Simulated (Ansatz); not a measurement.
The structure comes from a relaxation in the same program, started in the hcp type, and has space group P6_3/mmc. Whether it is a known phase or the ground state wasn't checked.

A run on Li: DFT, PBE, all-electron LAPW, scalar-relativistic (Ansatz 0.2.0). The input:

```yaml
crystal:
  lattice:
    - [3.0544211484, 0.0, 0.0]
    - [-1.5272105742, 2.6452063084, 0.0]
    - [0.0, 0.0, 4.9952014055]
  atoms:
    - { symbol: Li, position: [0.3333333333, 0.6666666667, 0.25] }
    - { symbol: Li, position: [0.6666666667, 0.3333333333, 0.75] }
kpoints:
  mp_grid: { grid: [16, 16, 9] }
scf:
  occupations: { method: fermi_dirac, width: 0.05 }
hamiltonian:
  xc: pbe
  pseudopotentials:
    kind: all_electron
    lapw: { basis_error: 0.00025, muffin_tin_radii: { Li: 1.593 } }
output:
  forces: true
  stress: true
  eigenvalues: true
```

**Question.** Is the run sound, and if not, why?

**Answer.** No. The input was rejected before any iteration. The typed spheres overlap: twice 1.593 Å exceeds the shortest distance, 3.054 Å; smaller radii, or none typed, cure it. It says:
```
Error: `kind: all_electron` solves this crystal on LAPW (the input types lapw, or this build lists no dataset of some species for it), and no LAPW basis is found for it: the given muffin-tin radii of Li and Li, or the smallest supported ones, add up to 3.186 Å, and 3.054 Å are free between these atoms; give smaller radii, or leave one out; where each species has a listed dataset, leave lapw and dirac_shells out and run without spin–orbit coupling, or set another kind (and leave the keys of all_electron out)
```
 The same cell converged in the base run, which differs by not having this change: all sphere radii typed as 1.593 A.
